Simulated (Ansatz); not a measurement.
Relaxed bulk SnS$_{2}$:

```cif
data_structure
_symmetry_space_group_name_H-M 'P 1'
_symmetry_Int_Tables_number 1
_cell_length_a 3.6513
_cell_length_b 3.6513
_cell_length_c 6.0589
_cell_angle_alpha 90.000
_cell_angle_beta 90.000
_cell_angle_gamma 120.000
_cell_volume 69.96
loop_
_atom_site_label
_atom_site_type_symbol
_atom_site_fract_x
_atom_site_fract_y
_atom_site_fract_z
_atom_site_occupancy
Sn1 Sn 0.00000 0.00000 0.00000 1
S1 S 0.66667 0.33333 0.24324 1
S2 S 0.33333 0.66667 0.75676 1
```

Miller indices refer to the conventional cell of P-3m1 (No. 164), a = 3.651 Å, b = 3.651 Å, c = 6.059 Å, α = 90.00°, β = 90.00°, γ = 120.00°. The bulk's gap is 1.41 eV.

Consider the (201) slab of 16 planes, 11.6 Å thick with 15 Å of vacuum as cut; outer planes S (top) and Sn (bottom), all atoms relaxed.

The calculation used DFT PBEsol, scalar-relativistic, plane waves, PAW in Ansatz. Settings: cutoff 420 eV, Γ-centred mesh 7×3×1 on the computed 24-atom cell, Gaussian smearing of 0.05 eV; no spin polarisation. A dipole correction removes the field between periodic images along c.

(1) Estimate the surface energy (mean of both faces).

(2) Estimate the gap of the slab on the mesh.

(3) Estimate the dipole of the slab along +c, per cell.

(4) The top two planes lie 0.765 Å apart in the bulk. How does relaxation change this?

The gap is read on a mesh, which can miss the band edges, so it can be too wide.

Answers

(1) 0.48 J/m².

(2) 1.03 eV.

(3) -0.17 e·Å.

(4) The spacing becomes 0.933 Å (+22.0 %), and the top plane rumples by 0.399 Å.